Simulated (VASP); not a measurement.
# Ga under changes of volume

One of the cells (18.073 Å³/atom); the others are scaled copies at fixed shape and fractional positions:

```xyz
1
Lattice="-1.3936 1.3936 2.3265 1.3936 -1.3936 2.3265 1.3936 1.3936 -2.3265" Properties=species:S:1:pos:R:3 pbc="T T T"
Ga    0.0000    0.0000    0.0000
```

This isn't the form of Ga at room conditions, which is orthorhombic.

| Quantity | Value |
| --- | --- |
| Program | VASP 6.6.1 |
| Functional | PBEsol |
| Potentials or basis | VASP PAW PBE potentials, release 64 (Ga_d) |
| Cutoff | 520 eV |
| k mesh | 13 × 13 × 13 |
| Occupations | fermi-dirac, width 0.05 eV |
| Spin | no spin polarisation |

```tsv
volume (Å³/atom)	energy over the lowest point (meV/atom)	pressure (GPa)
16.655	?	?
17.010	3.97	2.5
17.364	0.00	1.1
18.073	1.09	-1.4
18.427	5.43	-2.4
18.781	11.86	-3.3
```

Question: What does the run at 16.655 Å³/atom give?

Answer: Energy over the lowest point 11.45 meV/atom; pressure 4.2 GPa.

Worked out: A Birch-Murnaghan fit of order 3 (a polynomial in V^(-2/3)) to the other rows has its minimum at 17.64 Å³/atom with B0 = V·E''(V) = 64 GPa and B' = 5.6 at fixed shape and positions, which overstates the stiffness. It gives 11.55 meV/atom at 16.655 Å³/atom, against the run's 11.45, and -dE/dV = 4.3 GPa, against 4.2.

Energies are extrapolated to zero smearing.

Caveats: the PAW data sets were made with another functional, which shifts forces and pressure a little.
